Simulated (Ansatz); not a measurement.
The system is Na.

```
Na
1.0
    -2.14100    2.14100    2.14100
     2.14100   -2.14100    2.14100
     2.14100    2.14100   -2.14100
Na
1
Direct
  0.00000 0.00000 0.00000
```

- Program: Ansatz 0.2.0
- Task: relaxation of cell and atoms
- Functional: PBEsol
- Potentials or basis: Ansatz PAW
- Cutoff: 420 eV (not typed: the program's choice for these potentials)
- k mesh: 9 × 9 × 9
- Occupations: fermi-dirac, width 0.05 eV
- Spin: no spin polarisation

At the start: volume 39.26 Å³/atom.

Question: Where does the relaxation end?

Answer: It ends after 5 steps and the volume is 36.23 Å³/atom (-7.7 %); space group Im-3m (No. 229, to 0.05 Å).

The path:
| step | energy change (eV) | largest force (eV/Å) | volume (Å³) |
| --- | --- | --- | --- |
| 1 | 0.0000 | 0.0000 | 39.26 |
| 2 | -0.0017 | 0.0000 | 38.73 |
| 3 | -0.0055 | 0.0000 | 35.92 |
| 4 | -0.0056 | 0.0000 | 36.23 |
| 5 | -0.0055 | 0.0000 | 36.23 |

Final structure:
```
CELL_PARAMETERS angstrom
-2.08456 2.08456 2.08456
2.08456 -2.08456 2.08456
2.08456 2.08456 -2.08456
ATOMIC_POSITIONS crystal
Na 0.00000 0.00000 0.00000
```

Caveat: the plane-wave basis is chosen anew once the cell has moved, so the energies of steps on either side of that aren't comparable; the PAW data sets come from PBE, with cores solved anew for the run's functional, which leaves a small shift of forces and pressure.
